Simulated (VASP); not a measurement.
**A VASP 6.6.1 single-point calculation on Si**

INCAR

```
PREC = Accurate
NSW = 0
NELM = 58
LWAVE = .FALSE.
ENCUT = 520
ISIF = 2
LCHARG = .FALSE.
ISMEAR = -1
GGA = PE
LREAL = .FALSE.
LASPH = .TRUE.
SIGMA = 0.02
NBANDS = 16
IBRION = -1
EDIFF = 1E-7
```

KPOINTS

```
KPOINTS created by Atomic Simulation Environment
0
Gamma
8 8 8
0 0 0
```

POSCAR

```
Si
 1.0000000000000000
    -0.0408317834000000    2.7221188957000000    2.7221188957000000
     2.7221188957000000   -0.0408317834000000    2.7221188957000000
     2.6812871123000002    2.6812871123000002    0.0000000000000000
 Si
   2
Cartesian
  0.0000000000000000  0.0000000000000000 -0.0102442506974488
  1.3406435561500001  1.3406435561500001  1.3713036985474489
```

The recommended PBE PAW datasets give the neutral cell 8 valence electrons.

Command

```
mpirun -np 1 vasp_std
```

Problem. Predict the outcome of this run.

Solution. It converged. Results: gap between bands v and c on the k mesh 0.37 eV; least direct gap on the k mesh 2.26 eV; pressure 1.3 GPa; largest force 0.01 eV/Å. Band v is the last that the valence electrons fill when counted band by band, and c is the next.

OSZICAR

```
N       E                     dE             d eps       ncg     rms          rms(c)
DAV:   1     0.553253959418E+01    0.55325E+01   -0.30276E+03  3040   0.387E+02
DAV:   2    -0.105412864803E+02   -0.16074E+02   -0.15358E+02  4120   0.716E+01
DAV:   3    -0.110113219329E+02   -0.47004E+00   -0.46931E+00  3936   0.919E+00
DAV:   4    -0.110140806958E+02   -0.27588E-02   -0.27586E-02  4024   0.899E-01
DAV:   5    -0.110141045578E+02   -0.23862E-04   -0.23862E-04  3928   0.779E-02    0.484E+00
DAV:   6    -0.108901881482E+02    0.12392E+00   -0.57362E-02  4040   0.759E-01    0.294E+00
DAV:   7    -0.108337611301E+02    0.56427E-01   -0.11467E-01  3952   0.114E+00    0.180E-01
DAV:   8    -0.108350839553E+02   -0.13228E-02   -0.61288E-03  3624   0.317E-01    0.957E-02
DAV:   9    -0.108352685974E+02   -0.18464E-03   -0.14961E-04  4184   0.573E-02    0.629E-02
DAV:  10    -0.108353013241E+02   -0.32727E-04   -0.23222E-05  3664   0.206E-02    0.117E-02
DAV:  11    -0.108353040167E+02   -0.26926E-05   -0.52176E-06  4056   0.934E-03    0.614E-03
DAV:  12    -0.108353043446E+02   -0.32793E-06   -0.31742E-07  3760   0.244E-03    0.195E-03
DAV:  13    -0.108353043750E+02   -0.30409E-07   -0.18164E-07  3800   0.177E-03
   1 F= -.10835304E+02 E0= -.10835304E+02  d E =-.156154E-06
```

For comparison, a separate PBE run of the intended cell, on usual settings and not on those above, gives a gap of 0.37 eV on its mesh and a pressure of 1.3 GPa.
